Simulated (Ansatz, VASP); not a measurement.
**Al2O3 in VASP and in Ansatz**

INCAR

```
PREC     = Accurate       # precision mode
ENCUT    = 520            # plane-wave cutoff, eV
EDIFF    = 1E-7           # SCF threshold, eV
ISMEAR   = 0              # smearing method
SIGMA    = 0.05           # smearing width, eV
LREAL    = False          # projectors in reciprocal space
LASPH    = True           # aspherical terms in the spheres
NELM     = 60             # most SCF steps
ALGO     = Normal         # electronic algorithm
ISIF     = 2              # what is computed and relaxed
LWAVE    = False          # write WAVECAR
LCHARG   = False          # write CHGCAR
NBANDS   = 20             # bands
```

KPOINTS

```
regular mesh
0
Gamma
  12 12 4
```

POSCAR

```
Al2O3
1.0
    2.7647995427      0.0000000000      0.0000000000
   -1.3823997714      2.3943866404      0.0000000000
    0.0000000000      0.0000000000      9.0224399991
Al O
2 3
Direct
    0.0000000000      0.0000000000      0.2779510000
    0.0000000000      0.0000000000      0.7220490000
    0.3333333333      0.6666666667      0.1994540000
    0.6666666667      0.3333333333      0.8005460000
    0.0000000000      0.0000000000      0.5000000000
```

Input for Ansatz:

```yaml
crystal:
  lattice:
    - [2.7647995427, 0.0, 0.0]
    - [-1.3823997714, 2.3943866404, 0.0]
    - [0.0, 0.0, 9.0224399991]
  atoms:
    - { symbol: Al, position: [0.0, 0.0, 0.277951] }
    - { symbol: Al, position: [0.0, 0.0, 0.722049] }
    - { symbol: O, position: [0.3333333333, 0.6666666667, 0.199454] }
    - { symbol: O, position: [0.6666666667, 0.3333333333, 0.800546] }
    - { symbol: O, position: [0.0, 0.0, 0.5] }
basis:
  ecutwfc: 420
kpoints:
  mp_grid: { grid: [12, 12, 4] }
hamiltonian:
  xc: lda
scf:
  occupations: { method: gaussian, width: 0.05 }
output:
  forces: true
  stress: true
  eigenvalues: true
  write_density: true
  write_potential: true
  elf: true
  volumetric_format: npy
```

Alike in both runs: task single point; functional LDA; k mesh 12 × 12 × 4; occupations gaussian, width 0.05 eV; no spin polarisation.

|  | VASP | Ansatz |
| --- | --- | --- |
| version | VASP 6.6.1 | Ansatz 0.2.0 |
| potentials or method | VASP PAW LDA potentials, release 64 (Al, O) | scalar-relativistic, plane waves, PAW |
| plane-wave cutoff (eV) | 520 | 420 |
| valence electrons in the cell | 24 | 24 |

|  | VASP | Ansatz | Ansatz less VASP |
| --- | --- | --- | --- |
| gap on the k mesh at the Fermi level (eV) | none | none | - |
| pressure (GPa) | 1.7 | 0.9 | -0.85 |
| largest component of the traceless stress (GPa) | 56.03 | 55.46 | -0.568 |
| rms of the force components (eV/Å) | 1.702 | 1.690 | -0.0121 |

Atom by atom the forces differ by 0.025 eV/Å (rms over components). A gap of «none» marks a metal or a gap that the smearing closes.

Caveats: forces of over 1 eV/Å show positions far from the minimum, so gaps and moduli don't describe the material at rest.
